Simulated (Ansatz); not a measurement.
The cell is built from the zincblende type as a first guess.

MnO: DFT, PBE, PAW with Ansatz's default frozen-core files, scalar-relativistic (Ansatz 0.2.0).

The relaxation starts from this cell:

```
CELL_PARAMETERS angstrom
0.00000 2.23228 2.23228
2.23228 0.00000 2.23228
2.23228 2.23228 0.00000
ATOMIC_POSITIONS crystal
Mn 0.00000 0.00000 0.00000
O 0.25000 0.25000 0.25000
```

Output:

```
Engine: ansatz 0.2.0
Pseudopotentials: kind: paw
Pseudopotential: Mn, paw, valence charge 15, recommended cutoff 420 eV (normal)
Pseudopotential: O, paw, valence charge 6, recommended cutoff 420 eV (normal)
Functional definition: PBE
  parameter kappa = 0.804
  parameter beta = 0.06672455060314922
  exchange = pbe_x(kappa = kappa, mu = beta*pi^2/3)
  correlation = pbe_c(beta = beta)
Crystal: 2 atoms, lattice volume = 22.247 Å³
Basis set: ecut = 420 eV, 411 PW (Γ), exchange–correlation on 48×48×48 points (8 copies of the dense FFT grid, shifted against one another)
Bands: 17, of which v1, the nominal top of the filled ones, is band 11 counted from 1 (10 counted from 0)
Symmetry: 24 space group operations
Space group: F-43m (ITA 216), of the structure as read, at distance tolerance 2.8e-5 Å
Magnetic group: BNS 216.74 (UNI 1576), of the structure as read, at distance tolerance 2.8e-5 Å
k-points: 104 of 2744 (time reversal used)
Non-local potential: Mn, projectors of the file, l = 0: 3, l = 1: 2, l = 2: 3, l = 3: 1
Non-local potential: O, projectors of the file, l = 0: 2, l = 1: 2, l = 2: 1
PAW form: soft (Blöchl's): semilocal exchange-correlation on the pseudo side does not see the compensation charge
PAW one-centre angular grid: Mn, 590 points (default); XC on 64 Gauss nodes
PAW one-centre angular grid: O, 110 points (default); XC on 64 Gauss nodes
Initial density: superposition of atomic densities (chi_scale 0.1, normalization cell, long waves kept (reshape's long-wave potential 0.00 eV rms))
Starting moments: Σ|m| = 4 μB on 1 of 2 sites
Initial wavefunctions: pseudopotential atomic-orbital guess
Functional: x = pbe(κ = 0.804, μ = 0.2195149727645171), c = pbe(β = 0.06672455060314922)
SCF iter   1: F=—  HF=-4465.395282 eV  |F-HF|=—  |Δ(HF+E_count)|=         —  Δρ=1.01e-1 (↑1.01e-1 ↓4.71e-2)  dr2=3.41e0  dr2_m=3.27e-1  M=4.207 μB ∫|m|=4.207 μB  β_m=0.30  ethr=3.10e-3  ⟨swp⟩=4.3  Hψ=14720  notcnv=0
Mixer restart at iter 1: flushing history
preconditioner: auto → none  [metal: Δε(μ)=0.012 eV  Ē_g=13.474 eV  σ=0.050 eV  W_gap=0.06  n_scr=8 (ndim 8)  ℏωp=28.4 eV  f_vac=0.000  D(μ)=1.39/eV (n_scr^D=14)  sad-step TF]
SCF iter   2: F=—  HF=-4465.604170 eV  |F-HF|=—  |Δ(HF+E_count)|=   2.09e-1  Δρ=4.93e-2 (↑4.93e-2 ↓2.62e-2)  dr2=9.90e-1  dr2_m=9.11e-2  M=4.191 μB ∫|m|=4.191 μB  β_m=0.43  ethr=3.10e-3  ⟨swp⟩=2.8  Hψ=7641  notcnv=0  defer=236
SCF iter   3: F=—  HF=-4465.839692 eV  |F-HF|=—  |Δ(HF+E_count)|=   2.36e-1  Δρ=1.37e-2 (↑9.12e-3 ↓1.37e-2)  dr2=6.52e-2  dr2_m=8.70e-3  M=4.121 μB ∫|m|=4.121 μB  β_m=0.54  ethr=3.10e-3  ⟨swp⟩=2.7  Hψ=6810  notcnv=0  defer=244
SCF iter   4: F=—  HF=-4465.832402 eV  |F-HF|=—  |Δ(HF+E_count)|=         —  Δρ=9.62e-3 (↑9.62e-3 ↓6.85e-3)  dr2=4.54e-3  dr2_m=1.20e-2  M=4.051 μB ∫|m|=4.051 μB  β_m=0.54  ethr=3.10e-4  ⟨swp⟩=2.4  Hψ=6948  notcnv=0  defer=244
Mixer restart at iter 4: flushing history
SCF iter   5: F=—  HF=-4465.851868 eV  |F-HF|=—  |Δ(HF+E_count)|=   1.95e-2  Δρ=3.51e-3 (↑3.51e-3 ↓2.95e-3)  dr2=1.42e-3  dr2_m=1.78e-3  M=4.060 μB ∫|m|=4.060 μB  β_m=0.72  ethr=2.16e-5  ⟨swp⟩=2.0  Hψ=5852  notcnv=0  defer=245
SCF iter   6: F=—  HF=-4465.862524 eV  |F-HF|=—  |Δ(HF+E_count)|=   1.07e-2  Δρ=2.84e-3 (↑2.84e-3 ↓6.36e-4)  dr2=1.45e-3  dr2_m=3.64e-4  M=4.052 μB ∫|m|=4.052 μB  β_m=0.63  ethr=6.75e-6  ⟨swp⟩=2.0  Hψ=6623  notcnv=0  defer=245
SCF iter   7: F=—  HF=-4465.862499 eV  |F-HF|=—  |Δ(HF+E_count)|=   2.52e-5  Δρ=1.08e-3 (↑1.08e-3 ↓5.38e-4)  dr2=1.36e-4  dr2_m=9.50e-5  M=4.064 μB ∫|m|=4.064 μB  β_m=0.64  ethr=6.75e-6  ⟨swp⟩=2.5  Hψ=6529  notcnv=0  defer=245
SCF iter   8: F=—  HF=-4465.862462 eV  |F-HF|=—  |Δ(HF+E_count)|=   3.67e-5  Δρ=4.23e-4 (↑4.23e-4 ↓1.80e-4)  dr2=2.63e-5  dr2_m=1.54e-5  M=4.063 μB ∫|m|=4.063 μB  β_m=0.59  ethr=6.48e-7  ⟨swp⟩=2.4  Hψ=5185  notcnv=0  defer=245
SCF iter   9: F=—  HF=-4465.862482 eV  |F-HF|=—  |Δ(HF+E_count)|=   1.94e-5  Δρ=1.50e-4 (↑1.50e-4 ↓5.46e-5)  dr2=2.54e-6  dr2_m=1.90e-6  M=4.063 μB ∫|m|=4.063 μB  β_m=0.74  ethr=1.25e-7  ⟨swp⟩=2.0  Hψ=4806  notcnv=0  defer=245
SCF iter  10: F=—  HF=-4465.862482 eV  |F-HF|=—  |Δ(HF+E_count)|=   1.56e-8  Δρ=1.98e-5 (↑1.98e-5 ↓1.07e-5)  dr2=3.36e-8  dr2_m=4.34e-8  M=4.063 μB ∫|m|=4.063 μB  β_m=0.87  ethr=1.21e-8  ⟨swp⟩=2.4  Hψ=4837  notcnv=0  defer=245
SCF iter  11: F=-4465.862482 eV  HF=-4465.862482 eV  |F-HF|=4.31e-10  |Δ(HF+E_count)|=   1.57e-8  Δρ=1.28e-6 (↑1.28e-6 ↓1.22e-6)  dr2=6.47e-10  dr2_m=1.34e-10  M=4.063 μB ∫|m|=4.063 μB  ethr=1.60e-10  ⟨swp⟩=2.1  Hψ=10305  notcnv=0
SCF 1 converged in 11 iterations: F = -4465.862482 eV  dr2 = 6.47e-10
  greatest PAW one-centre occupation: 1.003 electrons in one spin orbital (limit 2), on the Mn atom at site 0 (counted from 0), in its partial waves of l = 1
relax step   1: F+E_penalty+E_count = -4465.86248161 eV  Δ(F+E_penalty+E_count) = +0.000e0 eV  max|allowed force component| = 6.129e-17 eV/Å  Δτ_max = 0.0000 Å  P = +21.250 GPa  Ω = 22.247 Å³  (11 SCF iters, dr2 threshold 1.00e-7 eV, accepted)
Crystal: 2 atoms, lattice volume = 23.655 Å³
Basis set: ecut = 420 eV, 459 PW (Γ), exchange–correlation on 48×48×48 points (8 copies of the dense FFT grid, shifted against one another)
Initial density: handed on by an earlier stage of this run
Starting moments: Σ|m| = 4 μB on 1 of 2 sites; this step starts from the density that it was given
Initial wavefunctions: those handed on with the density
iter 1 solved again at ethr=2.52e-5 eV; its pass at ethr=3.10e-3 eV (dr2=5.28e-3 eV) is discarded
SCF iter   1: F=—  HF=-4466.005253 eV  |F-HF|=—  |Δ(HF+E_count)|=         —  Δρ=1.90e-2 (↑1.90e-2 ↓1.53e-2)  dr2=5.48e-3  dr2_m=6.28e-2  M=4.334 μB ∫|m|=4.334 μB  β_m=0.30  ethr=2.52e-5  ⟨swp⟩=1.1  Hψ=21278  notcnv=0
preconditioner: auto → none  [metal: Δε(μ)=0.018 eV  Ē_g=13.365 eV  σ=0.050 eV  W_gap=0.09  n_scr=8 (ndim 8)  ℏωp=27.5 eV  f_vac=0.023  D(μ)=1.33/eV (n_scr^D=14)]
SCF iter   2: F=—  HF=-4466.002387 eV  |F-HF|=—  |Δ(HF+E_count)|=   2.87e-3  Δρ=1.15e-2 (↑1.15e-2 ↓1.12e-2)  dr2=1.48e-3  dr2_m=2.78e-2  M=4.331 μB ∫|m|=4.331 μB  β_m=0.58  ethr=2.52e-5  ⟨swp⟩=1.8  Hψ=4578  notcnv=0
SCF iter   3: F=—  HF=-4466.009547 eV  |F-HF|=—  |Δ(HF+E_count)|=   7.16e-3  Δρ=7.82e-3 (↑7.82e-3 ↓2.80e-3)  dr2=4.71e-3  dr2_m=5.78e-3  M=4.378 μB ∫|m|=4.378 μB  β_m=0.49  ethr=7.05e-6  ⟨swp⟩=2.0  Hψ=7070  notcnv=0
SCF iter   4: F=—  HF=-4466.007141 eV  |F-HF|=—  |Δ(HF+E_count)|=   2.41e-3  Δρ=5.40e-4 (↑3.91e-4 ↓5.40e-4)  dr2=4.65e-5  dr2_m=2.89e-5  M=4.368 μB ∫|m|=4.368 μB  β_m=0.52  ethr=7.05e-6  ⟨swp⟩=2.0  Hψ=7040  notcnv=0
SCF iter   5: F=—  HF=-4466.007192 eV  |F-HF|=—  |Δ(HF+E_count)|=   5.17e-5  Δρ=2.16e-4 (↑2.09e-4 ↓2.16e-4)  dr2=4.33e-6  dr2_m=7.84e-6  M=4.371 μB ∫|m|=4.371 μB  β_m=0.70  ethr=2.22e-7  ⟨swp⟩=2.0  Hψ=4904  notcnv=0
SCF iter   6: F=—  HF=-4466.007222 eV  |F-HF|=—  |Δ(HF+E_count)|=   2.93e-5  Δρ=9.62e-5 (↑9.39e-5 ↓9.62e-5)  dr2=1.93e-6  dr2_m=1.55e-6  M=4.376 μB ∫|m|=4.376 μB  β_m=0.77  ethr=2.06e-8  ⟨swp⟩=2.0  Hψ=5313  notcnv=0
SCF iter   7: F=—  HF=-4466.007225 eV  |F-HF|=—  |Δ(HF+E_count)|=   3.38e-6  Δρ=5.75e-5 (↑5.75e-5 ↓4.25e-5)  dr2=3.50e-7  dr2_m=4.88e-7  M=4.377 μB ∫|m|=4.377 μB  β_m=0.89  ethr=9.17e-9  ⟨swp⟩=2.0  Hψ=4863  notcnv=0
SCF iter   8: F=—  HF=-4466.007226 eV  |F-HF|=—  |Δ(HF+E_count)|=   1.21e-6  Δρ=2.61e-6 (↑1.78e-6 ↓2.61e-6)  dr2=7.75e-10  dr2_m=8.68e-10  M=4.377 μB ∫|m|=4.377 μB  β_m=0.94  ethr=1.67e-9  ⟨swp⟩=2.1  Hψ=5257  notcnv=0
SCF iter   9: F=-4466.007226 eV  HF=-4466.007226 eV  |F-HF|=2.63e-10  |Δ(HF+E_count)|=   2.62e-9  Δρ=8.76e-7 (↑3.42e-7 ↓8.76e-7)  dr2=3.17e-10  dr2_m=2.46e-11  M=4.377 μB ∫|m|=4.377 μB  ethr=3.69e-12  ⟨swp⟩=1.2  Hψ=10190  notcnv=0
SCF 2 converged in 9 iterations: F = -4466.007226 eV  dr2 = 3.17e-10
relax step   2: F+E_penalty+E_count = -4466.00722638 eV  Δ(F+E_penalty+E_count) = -1.447e-1 eV  max|allowed force component| = 2.313e-17 eV/Å  Δτ_max = 0.0000 Å  P = +13.289 GPa  Ω = 23.655 Å³  energy of the carried Pulay correction = -4.910e-3 eV  (9 SCF iters, dr2 threshold 2.00e-7 eV, accepted)
[...]
SCF 6 converged in 5 iterations: F = -4466.143708 eV  dr2 = 9.82e-9
relax step   6: F+E_penalty+E_count = -4466.14370760 eV  Δ(F+E_penalty+E_count) = +4.488e-5 eV  max|allowed force component| = 1.272e-17 eV/Å  Δτ_max = 0.0000 Å  P = +0.001 GPa  Ω = 27.091 Å³  energy of the carried Pulay correction = -1.573e-2 eV  (5 SCF iters, dr2 threshold 1.84e-8 eV, accepted)
Initial wavefunctions: pseudopotential atomic-orbital guess (no wavefunctions were taken with the density)
iter 1 solved again at ethr=8.31e-6 eV; its pass at ethr=3.10e-3 eV (dr2=1.75e-3 eV) is discarded
SCF iter   1: F=—  HF=-4466.190308 eV  |F-HF|=—  |Δ(HF+E_count)|=         —  Δρ=1.89e-3 (↑1.89e-3 ↓1.86e-3)  dr2=1.67e-3  dr2_m=4.57e-5  M=4.992 μB ∫|m|=4.992 μB  β_m=0.65  ethr=8.31e-6  ⟨swp⟩=2.0  Hψ=21614  notcnv=0
preconditioner: auto → none  [metal: Δε(μ)=0.028 eV  Ē_g=12.437 eV  σ=0.050 eV  W_gap=0.14  n_scr=0 (ndim 8)  ℏωp=25.7 eV  f_vac=0.024  D(μ)=0.30/eV (n_scr^D=0)]
SCF iter   2: F=—  HF=-4466.188928 eV  |F-HF|=—  |Δ(HF+E_count)|=   1.38e-3  Δρ=1.56e-3 (↑1.56e-3 ↓1.41e-3)  dr2=1.89e-3  dr2_m=3.80e-6  M=4.989 μB ∫|m|=4.989 μB  β_m=0.33  ethr=7.95e-6  ⟨swp⟩=2.0  Hψ=6148  notcnv=0
SCF iter   3: F=—  HF=-4466.189374 eV  |F-HF|=—  |Δ(HF+E_count)|=   4.45e-4  Δρ=5.56e-4 (↑5.56e-4 ↓5.15e-4)  dr2=1.02e-4  dr2_m=1.40e-6  M=4.990 μB ∫|m|=4.990 μB  β_m=0.67  ethr=7.95e-6  ⟨swp⟩=2.0  Hψ=4881  notcnv=0
SCF iter   4: F=—  HF=-4466.190123 eV  |F-HF|=—  |Δ(HF+E_count)|=   7.49e-4  Δρ=1.22e-4 (↑8.61e-5 ↓1.22e-4)  dr2=8.77e-6  dr2_m=4.31e-7  M=4.989 μB ∫|m|=4.989 μB  β_m=0.73  ethr=4.87e-7  ⟨swp⟩=2.0  Hψ=4895  notcnv=0
SCF iter   5: F=—  HF=-4466.190149 eV  |F-HF|=—  |Δ(HF+E_count)|=   2.63e-5  Δρ=1.31e-4 (↑1.31e-4 ↓2.95e-5)  dr2=2.93e-6  dr2_m=1.28e-6  M=4.989 μB ∫|m|=4.989 μB  β_m=0.63  ethr=4.18e-8  ⟨swp⟩=2.0  Hψ=5503  notcnv=0
SCF iter   6: F=—  HF=-4466.190149 eV  |F-HF|=—  |Δ(HF+E_count)|=   9.79e-7  Δρ=2.55e-5 (↑1.71e-5 ↓2.55e-5)  dr2=4.19e-7  dr2_m=1.98e-8  M=4.989 μB ∫|m|=4.989 μB  β_m=0.66  ethr=1.40e-8  ⟨swp⟩=2.4  Hψ=5380  notcnv=0
SCF iter   7: F=—  HF=-4466.190149 eV  |F-HF|=—  |Δ(HF+E_count)|=   1.82e-7  Δρ=2.45e-6 (↑1.39e-6 ↓2.45e-6)  dr2=9.13e-10  dr2_m=6.49e-10  M=4.989 μB ∫|m|=4.989 μB  β_m=0.83  ethr=1.99e-9  ⟨swp⟩=2.0  Hψ=4895  notcnv=0
SCF iter   8: F=—  HF=-4466.190149 eV  |F-HF|=—  |Δ(HF+E_count)|=   3.52e-9  Δρ=5.40e-7 (↑5.40e-7 ↓1.65e-7)  dr2=8.92e-11  dr2_m=1.69e-11  M=4.989 μB ∫|m|=4.989 μB  β_m=0.92  ethr=4.35e-12  ⟨swp⟩=2.0  Hψ=5062  notcnv=0
SCF iter   9: F=—  HF=-4466.190149 eV  |F-HF|=—  |Δ(HF+E_count)|=  1.37e-10  Δρ=9.35e-8 (↑7.47e-8 ↓9.35e-8)  dr2=4.89e-12  dr2_m=7.26e-13  M=4.989 μB ∫|m|=4.989 μB  β_m=0.96  ethr=1.00e-12  ⟨swp⟩=2.4  Hψ=4953  notcnv=0
SCF iter  10: F=-4466.190149 eV  HF=-4466.190149 eV  |F-HF|=1.82e-12  |Δ(HF+E_count)|=  1.18e-11  Δρ=1.37e-8 (↑1.23e-8 ↓1.37e-8)  dr2=1.16e-13  dr2_m=1.06e-14  M=4.989 μB ∫|m|=4.989 μB  ethr=1.00e-12  ⟨swp⟩=3.4  Hψ=12589  notcnv=0
SCF 7 converged in 10 iterations: F = -4466.190149 eV  dr2 = 1.16e-13
  greatest PAW one-centre occupation: 1.004 electrons in one spin orbital (limit 2), on the Mn atom at site 0 (counted from 0), in its partial waves of l = 1
relax step   7: F+E_penalty+E_count = -4466.19014869 eV  Δ(F+E_penalty+E_count) = -4.644e-2 eV  max|allowed force component| = 1.156e-17 eV/Å  Δτ_max = 0.0000 Å  P = +2.384 GPa  Ω = 27.091 Å³  stress off target by 2.38e0 GPa  SCF on the basis re-selected at this cell (its energy is not comparable with the rows above)  (10 SCF iters)
basis re-selected at this cell: Δ(F+E_penalty+E_count) = -4.644e-2 eV, ΔP = +2.383 GPa vs the last step (what re-selecting the basis moved, of the pressure what is left beyond the Pulay correction that the steps carried, after the strain that the cell walked since its last selection, with what the two solves' SCF thresholds leave and, on support functions, any second-order correction that the steps lacked; it is no measure of the basis error at this ecutwfc). This SCF's stress stands 2.38e0 GPa from its target on what of the cell is left free (relax.cell.stress_tol is 5.00e-2 GPa) and its largest allowed force component is 1.16e-17 eV/Å (relax.f_tol is 5.00e-3 eV/Å): not within both, so this SCF does not close the relaxation
Crystal: 2 atoms, lattice volume = 27.555 Å³
iter 1 solved again at ethr=7.57e-7 eV; its pass at ethr=3.10e-3 eV (dr2=1.59e-4 eV) is discarded
SCF iter   1: F=—  HF=-4466.191629 eV  |F-HF|=—  |Δ(HF+E_count)|=         —  Δρ=6.04e-4 (↑6.04e-4 ↓5.78e-4)  dr2=1.55e-4  dr2_m=5.49e-5  M=4.997 μB ∫|m|=4.997 μB  β_m=0.65  ethr=7.57e-7  ⟨swp⟩=2.0  Hψ=19976  notcnv=0
preconditioner: auto → none  [metal: Δε(μ)=0.014 eV  Ē_g=12.319 eV  σ=0.050 eV  W_gap=0.07  n_scr=0 (ndim 8)  ℏωp=25.5 eV  f_vac=0.027  D(μ)=0.23/eV (n_scr^D=0)]
SCF iter   2: F=—  HF=-4466.192349 eV  |F-HF|=—  |Δ(HF+E_count)|=   7.20e-4  Δρ=5.80e-4 (↑5.80e-4 ↓2.21e-4)  dr2=4.26e-5  dr2_m=3.03e-5  M=4.997 μB ∫|m|=4.997 μB  β_m=0.62  ethr=7.38e-7  ⟨swp⟩=2.5  Hψ=5811  notcnv=0
SCF iter   3: F=—  HF=-4466.192534 eV  |F-HF|=—  |Δ(HF+E_count)|=   1.84e-4  Δρ=2.33e-4 (↑1.36e-4 ↓2.33e-4)  dr2=2.88e-5  dr2_m=3.42e-6  M=4.997 μB ∫|m|=4.997 μB  β_m=0.63  ethr=2.03e-7  ⟨swp⟩=2.0  Hψ=5207  notcnv=0
SCF iter   4: F=—  HF=-4466.192640 eV  |F-HF|=—  |Δ(HF+E_count)|=   1.06e-4  Δρ=9.15e-5 (↑5.94e-5 ↓9.15e-5)  dr2=2.02e-6  dr2_m=9.70e-7  M=4.996 μB ∫|m|=4.996 μB  β_m=0.82  ethr=1.37e-7  ⟨swp⟩=2.5  Hψ=5705  notcnv=0
SCF iter   5: F=—  HF=-4466.192654 eV  |F-HF|=—  |Δ(HF+E_count)|=   1.37e-5  Δρ=3.21e-5 (↑8.94e-6 ↓3.21e-5)  dr2=4.55e-7  dr2_m=4.98e-8  M=4.997 μB ∫|m|=4.997 μB  β_m=0.91  ethr=9.62e-9  ⟨swp⟩=2.2  Hψ=5476  notcnv=0
SCF iter   6: F=—  HF=-4466.192654 eV  |F-HF|=—  |Δ(HF+E_count)|=   4.91e-7  Δρ=2.47e-5 (↑2.47e-5 ↓1.35e-5)  dr2=2.38e-7  dr2_m=1.01e-8  M=4.997 μB ∫|m|=4.997 μB  β_m=0.72  ethr=2.17e-9  ⟨swp⟩=2.0  Hψ=4899  notcnv=0
SCF iter   7: F=-4466.192654 eV  HF=-4466.192654 eV  |F-HF|=3.00e-8  |Δ(HF+E_count)|=   7.62e-8  Δρ=5.88e-6 (↑5.88e-6 ↓5.67e-6)  dr2=3.52e-8  dr2_m=5.29e-10  M=4.997 μB ∫|m|=4.997 μB  ethr=9.52e-10  ⟨swp⟩=2.4  Hψ=11269  notcnv=0
SCF 8 converged in 7 iterations: F = -4466.192654 eV  dr2 = 3.52e-8
relax step   8: F+E_penalty+E_count = -4466.19265394 eV  Δ(F+E_penalty+E_count) = -2.505e-3 eV  max|allowed force component| = 2.024e-17 eV/Å  Δτ_max = 0.0000 Å  P = +0.408 GPa  Ω = 27.555 Å³  energy of the carried Pulay correction = -1.525e-3 eV  (7 SCF iters, dr2 threshold 2.00e-7 eV, accepted)
Crystal: 2 atoms, lattice volume = 27.653 Å³
iter 1 solved again at ethr=3.07e-8 eV; its pass at ethr=3.10e-3 eV (dr2=6.45e-6 eV) is discarded
SCF iter   1: F=—  HF=-4466.192386 eV  |F-HF|=—  |Δ(HF+E_count)|=         —  Δρ=1.37e-4 (↑1.37e-4 ↓1.10e-4)  dr2=7.19e-6  dr2_m=2.36e-6  M=4.997 μB ∫|m|=4.997 μB  β_m=0.65  ethr=3.07e-8  ⟨swp⟩=2.0  Hψ=19388  notcnv=0
preconditioner: auto → none  [metal: Δε(μ)=0.028 eV  Ē_g=12.285 eV  σ=0.050 eV  W_gap=0.14  n_scr=0 (ndim 8)  ℏωp=25.5 eV  f_vac=0.027  D(μ)=0.23/eV (n_scr^D=0)]
SCF iter   2: F=—  HF=-4466.192417 eV  |F-HF|=—  |Δ(HF+E_count)|=   3.11e-5  Δρ=1.21e-4 (↑1.21e-4 ↓4.25e-5)  dr2=1.98e-6  dr2_m=1.19e-6  M=4.997 μB ∫|m|=4.997 μB  β_m=0.56  ethr=3.07e-8  ⟨swp⟩=2.4  Hψ=5740  notcnv=0
SCF iter   3: F=—  HF=-4466.192423 eV  |F-HF|=—  |Δ(HF+E_count)|=   6.32e-6  Δρ=4.25e-5 (↑3.16e-5 ↓4.25e-5)  dr2=9.93e-7  dr2_m=1.79e-7  M=4.997 μB ∫|m|=4.997 μB  β_m=0.58  ethr=9.42e-9  ⟨swp⟩=2.4  Hψ=5543  notcnv=0
SCF iter   4: F=—  HF=-4466.192428 eV  |F-HF|=—  |Δ(HF+E_count)|=   4.87e-6  Δρ=1.89e-5 (↑1.18e-5 ↓1.89e-5)  dr2=9.28e-8  dr2_m=3.82e-8  M=4.997 μB ∫|m|=4.997 μB  β_m=0.79  ethr=4.73e-9  ⟨swp⟩=2.5  Hψ=5684  notcnv=0
SCF iter   5: F=-4466.192429 eV  HF=-4466.192429 eV  |F-HF|=1.32e-7  |Δ(HF+E_count)|=   6.44e-7  Δρ=1.55e-5 (↑8.05e-6 ↓1.55e-5)  dr2=1.55e-7  dr2_m=4.93e-9  M=4.997 μB ∫|m|=4.997 μB  ethr=4.42e-10  ⟨swp⟩=2.0  Hψ=11451  notcnv=0
SCF 9 converged in 5 iterations: F = -4466.192429 eV  dr2 = 1.55e-7
relax step   9: F+E_penalty+E_count = -4466.19242884 eV  Δ(F+E_penalty+E_count) = +2.251e-4 eV  max|allowed force component| = 1.388e-17 eV/Å  Δτ_max = 0.0000 Å  P = -0.002 GPa  Ω = 27.653 Å³  energy of the carried Pulay correction = -1.874e-3 eV  (5 SCF iters, dr2 threshold 2.00e-7 eV, accepted)
iter 1 solved again at ethr=5.91e-8 eV; its pass at ethr=3.10e-3 eV (dr2=1.24e-5 eV) is discarded
SCF iter   1: F=—  HF=-4466.194330 eV  |F-HF|=—  |Δ(HF+E_count)|=         —  Δρ=1.15e-4 (↑1.15e-4 ↓1.13e-4)  dr2=5.96e-6  dr2_m=2.13e-7  M=4.997 μB ∫|m|=4.997 μB  β_m=0.65  ethr=5.91e-8  ⟨swp⟩=3.0  Hψ=24495  notcnv=0
preconditioner: auto → none  [metal: Δε(μ)=0.027 eV  Ē_g=12.284 eV  σ=0.050 eV  W_gap=0.14  n_scr=0 (ndim 8)  ℏωp=25.5 eV  f_vac=0.027  D(μ)=0.23/eV (n_scr^D=0)]
SCF iter   2: F=—  HF=-4466.194329 eV  |F-HF|=—  |Δ(HF+E_count)|=   3.49e-7  Δρ=9.22e-5 (↑9.22e-5 ↓8.38e-5)  dr2=6.57e-6  dr2_m=1.71e-8  M=4.997 μB ∫|m|=4.997 μB  β_m=0.34  ethr=2.84e-8  ⟨swp⟩=2.0  Hψ=4896  notcnv=0
SCF iter   3: F=—  HF=-4466.194331 eV  |F-HF|=—  |Δ(HF+E_count)|=   1.23e-6  Δρ=3.50e-5 (↑3.50e-5 ↓3.40e-5)  dr2=3.65e-7  dr2_m=1.54e-8  M=4.997 μB ∫|m|=4.997 μB  β_m=0.67  ethr=2.84e-8  ⟨swp⟩=2.0  Hψ=4801  notcnv=0
SCF iter   4: F=—  HF=-4466.194334 eV  |F-HF|=—  |Δ(HF+E_count)|=   3.43e-6  Δρ=7.16e-6 (↑7.16e-6 ↓5.27e-6)  dr2=3.10e-8  dr2_m=6.02e-10  M=4.997 μB ∫|m|=4.997 μB  β_m=0.68  ethr=1.74e-9  ⟨swp⟩=2.0  Hψ=4895  notcnv=0
SCF iter   5: F=—  HF=-4466.194334 eV  |F-HF|=—  |Δ(HF+E_count)|=   1.05e-7  Δρ=6.02e-6 (↑6.02e-6 ↓1.23e-6)  dr2=1.15e-8  dr2_m=1.73e-9  M=4.997 μB ∫|m|=4.997 μB  β_m=0.65  ethr=1.48e-10  ⟨swp⟩=2.4  Hψ=5427  notcnv=0
SCF iter   6: F=—  HF=-4466.194334 eV  |F-HF|=—  |Δ(HF+E_count)|=   8.39e-9  Δρ=1.65e-6 (↑1.65e-6 ↓4.71e-7)  dr2=1.15e-9  dr2_m=1.12e-10  M=4.997 μB ∫|m|=4.997 μB  β_m=0.82  ethr=5.49e-11  ⟨swp⟩=2.8  Hψ=5712  notcnv=0
SCF iter   7: F=—  HF=-4466.194334 eV  |F-HF|=—  |Δ(HF+E_count)|=   1.05e-8  Δρ=6.62e-7 (↑1.36e-7 ↓6.62e-7)  dr2=1.64e-10  dr2_m=2.39e-11  M=4.997 μB ∫|m|=4.997 μB  β_m=0.91  ethr=5.49e-12  ⟨swp⟩=2.0  Hψ=4895  notcnv=0
SCF iter   8: F=—  HF=-4466.194334 eV  |F-HF|=—  |Δ(HF+E_count)|=  2.53e-10  Δρ=1.39e-7 (↑4.07e-8 ↓1.39e-7)  dr2=8.28e-12  dr2_m=7.05e-13  M=4.997 μB ∫|m|=4.997 μB  β_m=0.93  ethr=1.00e-12  ⟨swp⟩=2.2  Hψ=4828  notcnv=0
SCF iter   9: F=-4466.194334 eV  HF=-4466.194334 eV  |F-HF|=0.00e0  |Δ(HF+E_count)|=  4.55e-12  Δρ=6.03e-9 (↑6.03e-9 ↓4.99e-9)  dr2=1.70e-14  dr2_m=6.00e-16  M=4.997 μB ∫|m|=4.997 μB  ethr=1.00e-12  ⟨swp⟩=3.5  Hψ=12544  notcnv=0
SCF 10 converged in 9 iterations: F = -4466.194334 eV  dr2 = 1.70e-14
relax step  10: F+E_penalty+E_count = -4466.19433409 eV  Δ(F+E_penalty+E_count) = -1.905e-3 eV  max|allowed force component| = 9.252e-18 eV/Å  Δτ_max = 0.0000 Å  P = +0.004 GPa  Ω = 27.653 Å³  stress off target by 4.22e-3 GPa  SCF on the basis re-selected at this cell (its energy is not comparable with the rows above)  (9 SCF iters)
basis re-selected at this cell: Δ(F+E_penalty+E_count) = -1.905e-3 eV, ΔP = +0.006 GPa vs the last step (what re-selecting the basis moved, of the pressure what is left beyond the Pulay correction that the steps carried, after the strain that the cell walked since its last selection, with what the two solves' SCF thresholds leave and, on support functions, any second-order correction that the steps lacked; it is no measure of the basis error at this ecutwfc). This SCF's stress stands 4.22e-3 GPa from its target on what of the cell is left free (relax.cell.stress_tol is 5.00e-2 GPa) and its largest allowed force component is 9.25e-18 eV/Å (relax.f_tol is 5.00e-3 eV/Å): within both
SCF converged after 9 iterations
Magnetization: 4.9973 μB (12.9986 up, 8.0014 down)
Absolute magnetization: 4.9973 μB (∫|ρ↑−ρ↓|, with the PAW one-centre terms)
Spin contamination: 0.0068 ħ² per cell (⟨S²⟩ above its minimum at these occupations)
Per-site moments (μB) at R_I (Å): [(3.9784813376895722, 0.8574201777889155), (0.219767971720428, 0.8574201777889155)]
Free energy (F): -4466.194334 eV
Harris-Foulkes:  -4466.194334 eV  (|F-HF|=0.00e0)
Internal energy: -4466.192268 eV  (E = F + TS)
E sigma→0 (E₀):  -4466.193301 eV
Entropy (-TS):   -0.002066 eV (-1.033 meV/atom)
Fermi energy:    9.994129 eV
--- Per-component energies (eV) ---
  E_band       = -317.822422
  E_kinetic    = 472.365962
  E_local      = -2647.414147  (includes V_loc(G=0)·N_el)
  E_nonlocal   = 301.718429
  E_hartree    = 1067.445151
  E_xc         = -183.954820
  E_vxc        = -234.906498  (∫ρ·V_xc dr)
  E_paw        = -1465.037658  (= ΣΔE_a)
  E_vpaw       = -344.478882  (= ΣTr[D̂ρ^β])
  E_aug_tail   = 0.002414  (compensation charges beyond the density's cutoff)
  E_ewald      = -2011.317600
  E_smearing   = -0.002066  (= −TS)
  E_closure    = 0.000000  (closes the sum)
  Σ components = -4466.194334   (vs F -4466.194334, Δ=0.00e0)
--- Forces (eV/Å), atoms counted from 1 ---
  atom   1  Mn    -0.00000000    -0.00000000    -0.00000000
  atom   2  O     -0.00000000    -0.00000000    -0.00000000
  max |Σ_I F_I| component: 7.40e-17 eV/Å
--- Stress (GPa, compression-positive) ---
        0.004224      -0.000000      -0.000000
       -0.000000       0.004224       0.000000
       -0.000000       0.000000       0.004224
  P = ⅓ Tr σ = 0.0042 GPa (0.042 kbar)
--- Relaxed structure (8 steps of the walk, 8 accepted, 2 SCFs on fresh bases) ---
  F+E_penalty+E_count = -4466.19433409 eV   max|allowed force component| = 9.252e-18 eV/Å   (the final SCF, on the basis selected at the relaxed cell)
  cell:  # Å, volume = 27.6533 Å³
    - [-2.205972581833693e-33, 2.4001540385699256, 2.4001540385699256]
    - [2.4001540385699256, 4.284775207430093e-34, 2.4001540385699256]
    - [2.4001540385699256, 2.4001540385699256, 5.670937835384557e-33]
  atoms:
    - { symbol: Mn, position: [8.358012222807438e-34, -3.954328363478777e-35, 2.875875173439116e-35] }
    - { symbol: O, position: [0.25, 0.25, 0.25] }
```

Semilocal functionals without U often leave such compounds metallic or with too small a gap, and the real magnetic order may differ.
